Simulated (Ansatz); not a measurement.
# MgO (Fm-3m)

Theory: DFT PBEsol, scalar-relativistic, plane waves, PAW (Ansatz).

Settings: cutoff 420 eV, Γ-centred mesh 10×10×10 on the computed 2-atom cell, Gaussian smearing of 0.02 eV; no spin polarisation.

The structure is relaxed at this level of theory with its symmetry kept.

```yaml
crystal:
  lattice:
    - [0.00000, 2.10713, 2.10713]
    - [2.10713, 0.00000, 2.10713]
    - [2.10713, 2.10713, 0.00000]
  atoms:
    - { symbol: Mg, position: [0.00000, 0.00000, 0.00000] }
    - { symbol: O, position: [0.50000, 0.50000, 0.50000] }
```

```json
{
 "Space group": "Fm-3m (No. 225)",
 "Volume per atom": "9.36 Å³",
 "Formation energy from the elements' standard states (uncorrected)": "-2.769 eV/atom",
 "Kohn–Sham band gap": "4.62 eV, direct at Γ",
 "Löwdin character of the top 1 eV of the valence band": "O 2p 98 %",
 "Löwdin character of the lowest 1 eV of the conduction band": "Mg 3s 54 %, O 2s 36 %, O 2p 9 %",
 "Electron masses at the edge by Cartesian direction of the standard setting (m_e; degenerate bands sorted by energy; no spin-orbit coupling)": "x: 0.34; y: 0.34; z: 0.34",
 "Hole masses at the edge by Cartesian direction of the standard setting (m_e; degenerate bands sorted by energy; no spin-orbit coupling)": "x: 2.1, 2.1, 0.38; y: 2.1, 2.1, 0.38; z: 2.1, 2.1, 0.38",
 "Bulk modulus": "157 GPa",
 "Its pressure derivative": "4.1",
 "Electronic dielectric constant xx, yy, zz of the standard setting (independent particles)": "3.3, 3.3, 3.3",
 "Bader charges (e)": "Mg (1 in the cell) 1.71, O (1 in the cell) -1.71"
}
```